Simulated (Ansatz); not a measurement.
Crystal: Sn.

```
Sn
1.0
     0.00000    3.23334    3.23334
     3.23334    0.00000    3.23334
     3.23334    3.23334    0.00000
Sn
2
Cartesian
  4.8500 4.8500 4.8500
  3.2333 3.2333 3.2333
```

This isn't the form of Sn at room conditions, which is tetragonal (white tin).

Base run:

| Item | Value |
| --- | --- |
| Program | Ansatz 0.2.0 |
| Functional | PBEsol |
| Potentials or basis | Ansatz PAW |
| Cutoff | 420 eV (not typed: the program's choice for these potentials) |
| k mesh | 7 × 7 × 7 |
| Occupations | fermi-dirac, width 0.05 eV |
| Spin | no spin polarisation |

Its results: band gap on the k mesh none (metal or under the smearing width); pressure 1.5 GPa.

Task: After a change of settings the same cell gave: band gap on the k mesh none (metal or under the smearing width); pressure 0.2 GPa. Which change was it?
A. functional from PBEsol to LDA
B. functional from PBEsol to revPBE
C. functional from PBEsol to m-r2SCAN; cutoff from 420 eV (not typed: the program's choice for these potentials) to 500 eV (not typed: the program's choice for these potentials)

Result: A.

LDA binds more tightly than PBEsol, so the same cell stands under less pressure.

Caveats: spin-orbit coupling is left out, which moves the levels of the heavy elements; the PAW data sets come from PBE, with cores solved anew for the run's functional, which leaves a small shift of forces and pressure.

Runs at the PBE level aren't shown here.
